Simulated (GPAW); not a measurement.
**NaCl (Fm-3m): G0W0 on several meshes in GPAW**

Aim: the GW shift of NaCl (Fm-3m) against the k mesh.

Calculated with GPAW 26.7.0; PBE and many-body steps on it, plane waves.

The database entry behind the starting cell differs from later determinations by our own check (an axis about 0.4 % short against later determinations), so it need not match the best structure at ambient conditions.

### Step 1. Starting point

Symmetry: Fm-3m, No. 225, cubic system. Conventional cell: a = 5.620 Å, b = 5.620 Å, c = 5.620 Å, α = 90.00°, β = 90.00°, γ = 90.00°. Nearest to Na lie 6 Cl at 2.81 Å. Nearest to Cl lie 6 Na at 2.81 Å. Farther neighbours and most contacts between anions are not listed.

Structure file:

```
Na Cl
1.0
     0.00000    2.81000    2.81000
     2.81000    0.00000    2.81000
     2.81000    2.81000    0.00000
Na Cl
1 1
Cartesian
  0.0000 0.0000 0.0000
  2.8100 2.8100 2.8100
```

The cell and positions come from the Crystallography Open Database and are kept as given unless a step says otherwise.

### Step 2. Empty states on the mesh, 6×6×6 mesh, 669 bands

This step: GPAW 26.7.0; DFT, PBE, plane waves, PAW.

The sums over transitions need many empty states on a uniform mesh; this step solves for them.

Input file run.py:

```python
import json
import numpy as np
from gpaw.mpi import world
from gpaw import GPAW

calc = GPAW('gs.gpw').fixed_density(kpts={'size': (6, 6, 6), 'gamma': True},
    parallel={'domain': 1, 'band': 1},
    txt='nscf.txt')
calc.diagonalize_full_hamiltonian(nbands=669)
calc.write('full.gpw', mode='all')
res = {}
kpts = calc.get_ibz_k_points()
res['kpts'] = kpts
res['eigenvalues'] = [calc.get_eigenvalues(kpt=k) for k in range(len(kpts))]
res['n_electrons'] = calc.get_number_of_electrons()

if world.rank == 0:
    with open('result.json', 'w') as f:
        json.dump(res, f, default=lambda x: x.tolist())
```

On the command line:

```bash
> mpirun -n 12 gpaw python run.py
```

Numbers of over 12 decimals in the logs are rounded to 6 here.

Output:

```text
Diagonalizing LCAO Hamiltonian
Converting LCAO to pw mode
convergence criteria:
- Maximum integral of absolute [eigenst]ate change: 4e-08 eV^2 / valence electron
maximum number of iterations: 100

SCF iterations
|iter     |     time |      energy | eigst |  dens |
|iter:   1|  |             | +1.52 |       |
|iter:   2|  |             | +0.48 |       |
|iter:   3|  |             | -0.96 |       |
[...]
|iter:   7|  |             | -5.76 |       |
|iter:   8|  |             | -6.83 |       |
|iter:   9|  |             | -7.86c|       |
SCF steps: 9
  __  _  _
 | _ |_)|_||  |
 |__||  | ||/\| - 26.7.0

Input parameters:
  mode=PW(ecut=450.000000),
  convergence={'density': 1e-06, 'bands': -3},
  gpts=array([20, 20, 20]),
  kpts=MonkhorstPack(size=(6, 6, 6), gamma=True),
  maxiter=100,
  nbands=14,
  occupations=Occupations(name='fermi-dirac', width=0.001, fixmagmom=False),
  parallel={'domain': 1, 'band': 1},
  xc=XC(name='PBE')
Matrix size: 941x941
# Writing to full.gpw (mode='all')
  [... matrices ...]

timing:  # [seconds]
  Total: 3.878  # ━━━━━━━━━━━━━━━━━━━━━━━━━━━━━━━━━━━━━━━━━━━━━━━━━━━━━━━━━━━
```

Elapsed: 7.7 s, on 12 MPI ranks of Arm Neoverse V1, shared host; peak memory 2.5 GiB.

Numbers from this step:

```yaml
gap: 5.159 eV
k_of_the_valence_top: 0, 0, 0
k_of_the_conduction_bottom: 0, 0, 0
least_direct_gap: 5.159 eV
k_points_computed: 16
lowest_point_of_the_top_converged_band_above_the_valence_top: 343.5252 eV
```

On this mesh the gap is 5.159 eV.

### Step 3. 6×6×6

Now the one-shot GW correction: screening in the RPA, then the self-energy of the levels asked for.

This step: G0W0 on PBE, plane waves, PAW.

Input file run.py:

```python
import json
import numpy as np
from gpaw.mpi import world
from gpaw.response.g0w0 import G0W0

gw = G0W0('full.gpw',
    filename='gw',
    kpts=[0],
    bands=(5, 9),
    ecut=105,
    nbands=108,
    integrate_gamma='WS',
    ppa=True)
gw.calculate()
res = {mode: {k: v for k, v in r.items() if k != 'sigma_eskwn'}
       for mode, r in gw.all_results.items()}

if world.rank == 0:
    with open('result.json', 'w') as f:
        json.dump(res, f, default=lambda x: x.tolist())
```

On the command line:

```bash
> mpirun -n 12 gpaw python run.py
```

Output:

```text
Using integrator: PointIntegrator
FrequencyGridDescriptor(from 0.000+0.000j to 0.000+27.211j eV, 2 points)
Nonperiodic BCs:  [False False False]
Using integrator: PointIntegrator
FrequencyGridDescriptor(from 0.000+0.000j to 0.000+27.211j eV, 2 points)
Nonperiodic BCs:  [False False False]
  ___  _ _ _
 |   || | | |
 | | || | | |
 |__ ||_____|
 |___|

BZ k-points: Symmetries present (total): 48

  [... matrices ...]
216 k-points: 6 x 6 x 6 Monkhorst-Pack grid + [1/12,1/12,1/12]
16 k-points in the irreducible part of the Brillouin zone
       k-points in crystal coordinates                weights
   0:     0.00000000    0.00000000    0.00000000          1/216
   1:     0.16666667    0.16666667    0.00000000          6/216
   2:     0.16666667    0.16666667    0.16666667          8/216
   3:     0.33333333    0.16666667    0.16666667         12/216
   4:     0.33333333    0.33333333   -0.33333333         12/216
   5:     0.33333333    0.33333333    0.00000000          6/216
   6:     0.33333333    0.33333333    0.16666667         24/216
   7:     0.33333333    0.33333333    0.33333333          8/216
   8:     0.50000000    0.33333333   -0.33333333         24/216
   9:     0.50000000    0.33333333   -0.16666667         12/216
          ...
  15:     0.50000000    0.50000000    0.50000000          4/216

Distributing spins, k-points and bands (1 x 1 x 4) over 12 processes
Number of blocks: 1

Quasi particle states:
k-points (IBZ indices): [0]
Band range: (5, 9)
  [... matrices ...]
Computational parameters:
Plane wave cut-off: 105 eV
Number of bands: 108
Coulomb cutoff: None
Broadening: 0.1 eV

fxc modes: GW
Kernel: RPA
Using Godby-Needs plasmon-pole approximation:
  Fitting energy: i*E0, E0 = 1.000 Hartree
Summing all q:

Calculating screened Coulomb potential
No Coulomb truncation
FrequencyGridDescriptor(from 0.000+0.000j to 0.000+27.211j eV, 2 points)
Removing empty qpoint cache files...

Calculating chi0 body with:
    Ground state adapter containing:
    Number of spins: 1
    Number of kpoints: 216
    Number of irreducible kpoints: 16
    Number of completely occupied states: 7
    Number of partially occupied states: 7
    Occupied states memory: 0.8544921875 M / cpu

    Linear response parametrization:
    q_c: [1.3877787807814457e-17, 1.3877787807814457e-17, 1.3877787807814457e-17]
    Number of frequency points: 2
    Planewave cutoff: 105.0
    Number of bands: 108
    Number of planewaves: 113
    Broadening (eta): 1e-06
    comm.size: 12
    kncomm.size: 12
    blockcomm.size: 1

    Memory estimate of potentially large arrays:
        chi0_wGG: 0.389679 M / cpu
Integrating chi0 body.

Symmetries of q_c:
    Direct symmetries (Uq -> q): 48
    Indirect symmetries (TUq -> q): 0
In total 48 allowed symmetries.

  [... matrices ...]
16 groups of equivalent kpoints. 92.592593% reduction.

Integral kind: response function
Integrating chi0 head and wings.

Symmetries of q_c:
    Direct symmetries (Uq -> q): 48
    Indirect symmetries (TUq -> q): 0
In total 48 allowed symmetries.

  [... matrices ...]
16 groups of equivalent kpoints. 92.592593% reduction.

Integral kind: response function wings

Calculating chi0 body with:
    Ground state adapter containing:
    Number of spins: 1
    Number of kpoints: 216
    Number of irreducible kpoints: 16
    Number of completely occupied states: 7
    Number of partially occupied states: 7
[... the further q-points ...]

Results:
f:      Occupation numbers
eps:     KS-eigenvalues [eV]
vxc:     KS vxc [eV]
exx:     Exact exchange [eV]
sigma:   Self-energies [eV]
dsigma:  Self-energy derivatives
Z:       Renormalization factors
qp:      QP-energies [eV]

k-point 0 (0): (0.000, 0.000, 0.000)                GW
band       f     eps     vxc     exx   sigma  dsigma       Z      qp
                                                                   GW
   5   1.000  -0.462 -16.808 -21.118   2.031  -0.223   0.818  -2.326
   6   1.000  -0.462 -16.808 -21.118   2.031  -0.223   0.818  -2.326
   7   0.000   4.697  -9.282  -5.316  -2.973  -0.151   0.869   5.559
   8   0.000  10.591  -8.493  -3.714  -3.261  -0.165   0.858  11.893
```

Elapsed: 33 s, on 12 MPI ranks; peak memory 2.9 GiB; 6.6 min of CPU time.

Numbers from this step:

| Quantity | Value |
| --- | --- |
| G0W0 gap on the points computed | 7.885 eV |
| least direct G0W0 gap on the computed points | 7.885 eV |
| Z at the valence top | 0.8178 |
| Z at the conduction bottom | 0.8689 |
| starting gap on the mesh | 5.159 eV |
| k of the valence top | 0, 0, 0 |
| k of the conduction bottom | 0, 0, 0 |

The gap on the mesh goes from 5.16 eV to 7.88 eV, a correction of +2.73 eV.

### Step 4. Empty states on the mesh, 8×8×8 mesh, 118 bands

This step: DFT, PBE, plane waves, PAW.

Input file run.py:

```python
import json
import numpy as np
from gpaw.mpi import world
from gpaw import GPAW

calc = GPAW('gs.gpw').fixed_density(kpts={'size': (8, 8, 8), 'gamma': True},
    parallel={'domain': 1, 'band': 1},
    txt='nscf.txt')
calc.diagonalize_full_hamiltonian(nbands=118)
calc.write('full.gpw', mode='all')
res = {}
kpts = calc.get_ibz_k_points()
res['kpts'] = kpts
res['eigenvalues'] = [calc.get_eigenvalues(kpt=k) for k in range(len(kpts))]
res['n_electrons'] = calc.get_number_of_electrons()

if world.rank == 0:
    with open('result.json', 'w') as f:
        json.dump(res, f, default=lambda x: x.tolist())
```

On the command line:

```bash
> mpirun -n 12 gpaw python run.py
```

Output:

```text
Diagonalizing LCAO Hamiltonian
Converting LCAO to pw mode
convergence criteria:
- Maximum integral of absolute [eigenst]ate change: 4e-08 eV^2 / valence electron
maximum number of iterations: 100

SCF iterations
|iter     |     time |      energy | eigst |  dens |
|iter:   1|  |             | +1.42 |       |
|iter:   2|  |             | +0.36 |       |
|iter:   3|  |             | -0.87 |       |
[...]
|iter:   8|  |             | -6.02 |       |
|iter:   9|  |             | -7.04 |       |
|iter:  10|  |             | -7.79c|       |
SCF steps: 10
  __  _  _
 | _ |_)|_||  |
 |__||  | ||/\| - 26.7.0

Input parameters:
  mode=PW(ecut=450.000000),
  convergence={'density': 1e-06, 'bands': -3},
  gpts=array([20, 20, 20]),
  kpts=MonkhorstPack(size=(8, 8, 8), gamma=True),
  maxiter=100,
  nbands=14,
  occupations=Occupations(name='fermi-dirac', width=0.001, fixmagmom=False),
  parallel={'domain': 1, 'band': 1},
  xc=XC(name='PBE')
Matrix size: 945x945
# Writing to full.gpw (mode='all')
  [... matrices ...]

timing:  # [seconds]
  Total: 4.132  # ━━━━━━━━━━━━━━━━━━━━━━━━━━━━━━━━━━━━━━━━━━━━━━━━━━━━━━━━━━━
```

It took 8.4 s on 12 MPI ranks; peak memory 2.6 GiB.

This step gave:

```yaml
gap: 5.159 eV
k_of_the_valence_top: 0, 0, 0
k_of_the_conduction_bottom: 0, 0, 0
least_direct_gap: 5.159 eV
k_points_computed: 29
lowest_point_of_the_top_converged_band_above_the_valence_top: 100.4940 eV
```

On this mesh the gap is 5.159 eV.

### Step 5. 8×8×8

This step: G0W0 on PBE, plane waves, PAW.

Input file run.py:

```python
import json
import numpy as np
from gpaw.mpi import world
from gpaw.response.g0w0 import G0W0

gw = G0W0('full.gpw',
    filename='gw',
    kpts=[0],
    bands=(5, 9),
    ecut=105,
    nbands=108,
    integrate_gamma='WS',
    ppa=True)
gw.calculate()
res = {mode: {k: v for k, v in r.items() if k != 'sigma_eskwn'}
       for mode, r in gw.all_results.items()}

if world.rank == 0:
    with open('result.json', 'w') as f:
        json.dump(res, f, default=lambda x: x.tolist())
```

On the command line:

```bash
> mpirun -n 12 gpaw python run.py
```

Output:

```text
Using integrator: PointIntegrator
FrequencyGridDescriptor(from 0.000+0.000j to 0.000+27.211j eV, 2 points)
Nonperiodic BCs:  [False False False]
Using integrator: PointIntegrator
FrequencyGridDescriptor(from 0.000+0.000j to 0.000+27.211j eV, 2 points)
Nonperiodic BCs:  [False False False]
  ___  _ _ _
 |   || | | |
 | | || | | |
 |__ ||_____|
 |___|

BZ k-points: Symmetries present (total): 48

  [... matrices ...]
512 k-points: 8 x 8 x 8 Monkhorst-Pack grid + [1/16,1/16,1/16]
29 k-points in the irreducible part of the Brillouin zone
       k-points in crystal coordinates                weights
   0:     0.00000000    0.00000000    0.00000000          1/512
   1:     0.12500000    0.12500000    0.00000000          6/512
   2:     0.12500000    0.12500000    0.12500000          8/512
[...]
9:     0.37500000    0.25000000    0.25000000         24/512
          ...
  28:     0.50000000    0.50000000    0.50000000          4/512

Distributing spins, k-points and bands (1 x 1 x 4) over 12 processes
Number of blocks: 1

Quasi particle states:
k-points (IBZ indices): [0]
Band range: (5, 9)
  [... matrices ...]
Computational parameters:
Plane wave cut-off: 105 eV
Number of bands: 108
Coulomb cutoff: None
Broadening: 0.1 eV

fxc modes: GW
Kernel: RPA
Using Godby-Needs plasmon-pole approximation:
  Fitting energy: i*E0, E0 = 1.000 Hartree
Summing all q:

Calculating screened Coulomb potential
No Coulomb truncation
FrequencyGridDescriptor(from 0.000+0.000j to 0.000+27.211j eV, 2 points)
Removing empty qpoint cache files...

Calculating chi0 body with:
    Ground state adapter containing:
    Number of spins: 1
    Number of kpoints: 512
    Number of irreducible kpoints: 29
    Number of completely occupied states: 7
    Number of partially occupied states: 7
    Occupied states memory: 0.8544921875 M / cpu

    Linear response parametrization:
    q_c: [0.0, 0.0, 0.0]
    Number of frequency points: 2
    Planewave cutoff: 105.0
    Number of bands: 108
    Number of planewaves: 113
    Broadening (eta): 1e-06
    comm.size: 12
    kncomm.size: 12
    blockcomm.size: 1

    Memory estimate of potentially large arrays:
        chi0_wGG: 0.389679 M / cpu
Integrating chi0 body.

Symmetries of q_c:
    Direct symmetries (Uq -> q): 48
    Indirect symmetries (TUq -> q): 0
In total 48 allowed symmetries.

  [... matrices ...]
29 groups of equivalent kpoints. 94.3359375% reduction.

Integral kind: response function
Integrating chi0 head and wings.

Symmetries of q_c:
    Direct symmetries (Uq -> q): 48
    Indirect symmetries (TUq -> q): 0
In total 48 allowed symmetries.

  [... matrices ...]
29 groups of equivalent kpoints. 94.3359375% reduction.

Integral kind: response function wings

Calculating chi0 body with:
    Ground state adapter containing:
    Number of spins: 1
    Number of kpoints: 512
    Number of irreducible kpoints: 29
    Number of completely occupied states: 7
    Number of partially occupied states: 7
    Occupied states memory: 0.8544921875 M / cpu

[... the further q-points ...]

Results:
f:      Occupation numbers
eps:     KS-eigenvalues [eV]
vxc:     KS vxc [eV]
exx:     Exact exchange [eV]
sigma:   Self-energies [eV]
dsigma:  Self-energy derivatives
Z:       Renormalization factors
qp:      QP-energies [eV]

k-point 0 (0): (0.000, 0.000, 0.000)                GW
band       f     eps     vxc     exx   sigma  dsigma       Z      qp
                                                                   GW
   5   1.000  -0.462 -16.808 -21.117   2.031  -0.223   0.818  -2.326
   6   1.000  -0.462 -16.808 -21.117   2.031  -0.223   0.818  -2.326
   7   0.000   4.697  -9.282  -5.319  -2.972  -0.151   0.869   5.558
   8   0.000  10.591  -8.493  -3.715  -3.260  -0.164   0.859  11.895
```

It took 93 s on 12 MPI ranks; peak memory 3.3 GiB; 19 min of CPU time.

Numbers from this step:

```yaml
g0w0_gap_on_the_points_computed: 7.884 eV
least_direct_g0w0_gap_on_the_computed_points: 7.884 eV
z_at_the_valence_top: 0.8180
z_at_the_conduction_bottom: 0.8690
starting_gap_on_the_mesh: 5.159 eV
k_of_the_valence_top: 0, 0, 0
k_of_the_conduction_bottom: 0, 0, 0
```

Against G0W0 in GPAW (6×6×6 mesh, 108 bands, screening to 105 eV, Godby-Needs plasmon pole), the gap moves by −0.001 eV.

### Step 6. The runs together

Times are wall times on 12 MPI ranks of Arm Neoverse V1, shared host, good to a factor of about two.

| run | mesh | bands | screening cutoff (eV) | DFT gap (eV) | gap on the mesh (eV) | direct (eV) | time |
| --- | --- | --- | --- | --- | --- | --- | --- |
| 6×6×6 | 6×6×6 | 108 | 105 | 5.159 | 7.885 | 7.885 | 33 s |
| 8×8×8 | 8×8×8 | 108 | 105 | 5.159 | 7.884 | 7.884 | 93 s |

### Step 7. Outcome

```json
{
  "6×6×6": "7.885 eV",
  "8×8×8": "7.884 eV",
  "known limits": "not at the basis limit"
}
```

8×8×8: −0.001 eV against 6×6×6. Bands and cutoff are finite, so the gap is not at the basis limit. The miss can reach some tenths of an eV and take either sign; the mesh is an error of its own. These stock PAW sets were not made for GW. In the G0W0 runs levels were corrected at 1 k point alone, so a gap called «on the mesh» is the least over those, and an edge elsewhere would be missed.

[Paths, hosts, dates, memory and timing lines, banners, echoed tables and standing remarks are left out of the program output.]

[Logs are printed without paths, hosts, clocks, repeated set-up lines and the standing remarks that a program may print on its own settings, such as how far it seeks lower states.]

[Runs of the session that timed out or met a known fault of the program may be left out.]

[Hosts, paths, dates, database ids (printed as entryN), source tags and the programs' standing remarks are cut or masked in the printed files.]
